**Question: Why does a denser k mesh make the energy of MoS₂ worse before it makes it better?**

I ran a k-mesh test on rhombohedral MoS₂ with PBE, keeping the cell fixed. Energies are counted from the 10x10x10 run.

Single-point calculations with Ansatz 0.2.0 for MoS₂ (R3m, 3-atom cell), using PBE without dispersion correction or spin polarization, PAW potentials, a 420 eV plane-wave cutoff and Gaussian smearing of 0.1 eV. Energies are free energies relative to the run with a 10x10x10 k mesh, and pressure is positive in compression.

| k mesh | energy less reference (meV/atom) | pressure (GPa) |
| --- | --- | --- |
| 3x3x3 | -2.900 | 5.200 |
| 4x4x4 | -18.960 | 4.930 |
| 5x5x5 | 0.120 | 5.360 |
| 7x7x7 | -0.160 | 5.350 |
| 8x8x8 | 0.080 | 5.350 |

I had expected the error to shrink with every step. Instead, 4x4x4 is much further off than 3x3x3, and at 5x5x5 the problem has vanished. Is 4x4x4 a more stable solution, are even meshes bad, or was 3x3x3 good all along? And may I take 5x5x5 as converged for everything?

**Answer**

The lower energy at 4x4x4 is not a more stable state. The crystal is the same in every run; only the set of points at which its bands are sampled changes. The variational principle protects you against poor orbitals, but not against a poor average over the Brillouin zone. Such an average can miss on either side, and its error need not shrink at every step.

Picture the energy that each k point contributes as a landscape over the zone, built from waves of different fineness. The true average of every wave is zero, apart from the constant part. Now take a wave with four full periods across the zone and sample it with four divisions, starting at Gamma, as these meshes do. Every point lands on the same part of the wave, say in a trough, and the mesh takes the wave for a constant. This is aliasing, and it makes the energy too low.

Five divisions meet the same wave at five different phases, which cancel. Eight divisions meet troughs and crests in turn, which cancel as well. Each mesh is therefore blind to its own set of waves: those with $n$, $2n$, $3n$ and so on periods, where $n$ is the number of divisions. A bad result at 4x4x4 says little about 5x5x5, and the good result at 8x8x8 shows that even meshes are not bad as such.

In formulas, write the landscape as $f(\mathbf k)=\sum_{\mathbf R} f_{\mathbf R}\,e^{i\mathbf k\cdot\mathbf R}$, with $\mathbf R$ running over the lattice vectors. Averaging over the mesh keeps only those terms whose vector is $n$ times a lattice vector. With the potential held fixed, the error is therefore

$$\Delta E_n=\sum_{\mathbf R\neq 0} f_{n\mathbf R}.$$

The shortest vectors in this sum lie within the MoS₂ layer. There are six of them, each of length $L=na$, with the in-plane lattice constant $a=3.158$ Å.

The coefficient $f_{\mathbf R}$ measures how strongly the occupied states link one place in the crystal to its copy at the distance $\mathbf R$. In a material with a gap this link dies off roughly exponentially, which is why modest meshes suffice here while metals need dense ones. The decay limits only the overall size of the coefficients. Below that envelope they may change sign or happen to be small, so a longer vector can carry a larger coefficient than a shorter one.

**How far does the exponential alone go?** I fitted a straight line in $L$ to the logarithm of the absolute energy error, using all five rows:

$$\log_{10}|\Delta E|\approx 1.875-0.1225\,L,$$

with $\Delta E$ in meV/atom and $L$ in Å. For 4x4x4, $L=4\times3.158=12.63$ Å. The exponent is then $1.875-1.547=0.328$, which gives an error of about 2 meV/atom. The calculation gave 19, nine times as much, although this row was part of the fit.

At 5x5x5 the line errs the other way and predicts an error seven times too large. The exponential thus describes the general fall only loosely, with a slope about twice its standard error of 0.058, and not the order of the first three rows, which is the very thing you ask about. Nor does it give the order of 5x5x5 and 7x7x7, where the finer mesh is slightly further off. Its slope should not be read as a decay length either, because the errors of the finest meshes are so small that the reference's own mesh error may matter. The output printed below has the details.

**Was 3x3x3 good all along?** No. Its total energy is only 0.009 eV per cell from the reference, but its Hartree energy is off by 1.07 eV and the energy of the electrons in the local potential by −1.35 eV. The electron density is visibly wrong, and the total hardly notices.

There is a general reason for this. For a given mesh, the self-consistent total energy is stationary with respect to small changes of the density. A disturbed density shifts the separate parts strongly, but to first order these shifts cancel in the sum. What remains is the sampling error that would be there even with the potential held fixed, together with second-order terms. These runs do not separate the two, and at 3x3x3, where the density is furthest off, they may partly cancel.

The next two rows show that no single part can stand in for the total. The Hartree energy is off by about 0.05 eV in size at both 4x4x4 and 5x5x5. Yet the total is off by 0.057 eV per cell in the first case and by less than 0.001 eV in the second. Nor do the parts agree on which density is better. The exchange-correlation energy is off by 0.026 eV at 4x4x4 but only by 0.001 eV at 5x5x5, whereas the energy in the local potential is off by 0.006 eV at 4x4x4 and by 0.07 eV at 5x5x5. These parts therefore cannot rank the two densities. A good total energy at one coarse mesh is therefore no proof of a good density, and one part with a small error is no proof of a good total.

**Why is 4x4x4 in particular so far off?** Aliasing allows such an outlier but does not predict its size. The natural reading is that the waves with four periods happen to be strong in this band structure and those with five periods weak. At 3x3x3 the small total may come from contributions of different bands that offset one another, or from the second-order terms. The outputs of 4x4x4 fit this reading without proving it. The run converged in as many iterations as its neighbours, its kinetic energy is the furthest off of all rows, by −0.16 eV, and its stress error lies mainly within the layer (−0.55 GPa, against −0.17 GPa along the stacking axis), as in-plane waves would give. The 3x3x3 run fits less well: its stress error is largest along the stacking axis, which in-plane waves alone do not explain, though its disturbed density may. The size of the single coefficients was not computed, so the reading remains a guess.

You can test it by repeating 4x4x4 with the mesh displaced by half a step along one reciprocal axis only. Four of the six leading waves then change sign and two do not, so a sum of $6f$ becomes $-2f$. If these waves are to blame, the error should change sign and shrink to roughly a third.

**Pressure** follows the same logic, since stress is the response of the energy to strain and inherits the sampling error. At 4x4x4 the pressure is 8% below the reference, and from 5x5x5 on it is steady to about 0.01 GPa. The 3x3x3 value again looks better than it is. There the stress along the stacking axis is 0.74 GPa too low and the in-plane stress 0.15 GPa too high, and the pressure averages over both. The 5.35 GPa that remain on the fine meshes belong to your fixed cell with this functional and plane-wave cutoff, and a denser mesh will not remove them. How much of them is due to the cutoff was not tested.

**The gap** is where calling 5x5x5 converged would mislead you most. The energy is an average, in which errors from many points can cancel. The gap depends on just two points, the highest occupied and the lowest empty state, and a mesh finds them only if it happens to pass close by. At a given potential, adding points to a mesh can lower its gap or leave it unchanged, but never raise it.

Your runs contain two such pairs. The 8x8x8 mesh includes all points of 4x4x4, and the gap drops from 1.21 to 1.02 eV. The 10x10x10 mesh includes all points of 5x5x5, and the gap drops from 1.00 to 0.95 eV. The 7x7x7 mesh contains neither of the coarser ones apart from Gamma, and its gap of 1.06 eV lies above that of 5x5x5, although its energy is just as settled. In bulk MoS₂ the valence top is expected at Gamma, which all these meshes contain, and the conduction minimum somewhat past halfway from Gamma to K within the layer. On that line 5x5x5 and 10x10x10 have points at three fifths of the way, 7x7x7 at three sevenths and 4x4x4 only at three quarters, which would account for this order. The 3x3x3 gap does not fit by distance alone. Besides Gamma, that mesh has only K itself on the line, further from the expected minimum than the nearest point of 4x4x4, yet its gap is the smaller of the two. Its disturbed density and a second dip of the conduction band at K may both play a part. The band edges were not located in these runs.

A mesh that is good enough for total energies may still misplace the gap by about 0.1 eV, counted from the 10x10x10 value, which may itself be too high. Take the density from 7x7x7 or finer, then look for the band edges on a much finer set of points or along band paths. PBE's usual underestimate of gaps is a separate error, which no mesh repairs.

For a related crystal, judge a mesh by the length $na$ rather than by $n$ itself. In a cell with two axes in the layer, doubling those axes lets half as many in-plane divisions give the same sampling. A smaller gap generally makes the links reach further and calls for a larger $na$. And since neighbouring meshes are blind to different waves, accept a mesh only when several finer ones agree with it, as they do here for energy and pressure from 5x5x5 on. That agreement does not cover everything: the separate parts of the 5x5x5 energy are still off by up to 0.07 eV. Nor can you rely on the program to tell you so. The records of the 3x3x3, 4x4x4 and 5x5x5 runs hold no warning at all. That these three meshes count as coarse is a judgement from the data makers' tests on other systems, not a finding of these runs.

Numerical output:

```
In-plane lattice constant in angstrom: 3.158
Mesh and pressure errors against 10x10x10:
    row  points in full mesh  shortest aliased vector (A)  pressure error (GPa)  in-plane stress error (GPa)  stacking-axis stress error (GPa)
  3x3x3                   27                        9.474               -0.1513                       0.1493                           -0.7448
  4x4x4                   64                        12.63               -0.4213                      -0.5466                           -0.1716
  5x5x5                  125                        15.79               0.00868                    -0.003311                           0.02425
  7x7x7                  343                        22.11              -0.00132                     0.000908                          -0.01328
  8x8x8                  512                        25.27              -0.00132                     0.002112                          0.002631
Energy parts per cell against 10x10x10 and gaps:
    row  kinetic (eV)  local (eV)  Hartree (eV)  total (eV)  gap (eV)  gap excess (eV)
  3x3x3       0.04755      -1.351          1.07     -0.0087     1.097           0.1445
  4x4x4       -0.1577     0.00568       0.05106    -0.05688     1.208           0.2557
  5x5x5        -0.012     0.06986      -0.05343     0.00036    0.9974           0.0448
  7x7x7     -0.002851     0.01258     -0.008684    -0.00048     1.065           0.1119
  8x8x8      0.000864     0.00179     -0.001834     0.00024     1.025          0.07216
fit of le on 5 rows: constant 1.875 +/- 1, coefficient of L -0.1225 +/- 0.058; rms 0.587, worst 4x4x4 -0.951, leave-one-out rms 0.836
Computed error over model error at 4x4x4: 8.928
Model error over computed error at 5x5x5: 7.26
Energy error of 4x4x4 over that of 3x3x3: 6.538
Largest absolute energy error from 5x5x5 on in meV/atom: 0.16
Hartree error of 3x3x3 over that of 4x4x4: 20.96
Pressure error of 3x3x3 in percent: -2.828
Pressure error of 4x4x4 in percent: -7.873
Gap drop from 4x4x4 to 8x8x8 in eV: 0.1836
Gap drop from 5x5x5 to 10x10x10 in eV: 0.0448
```
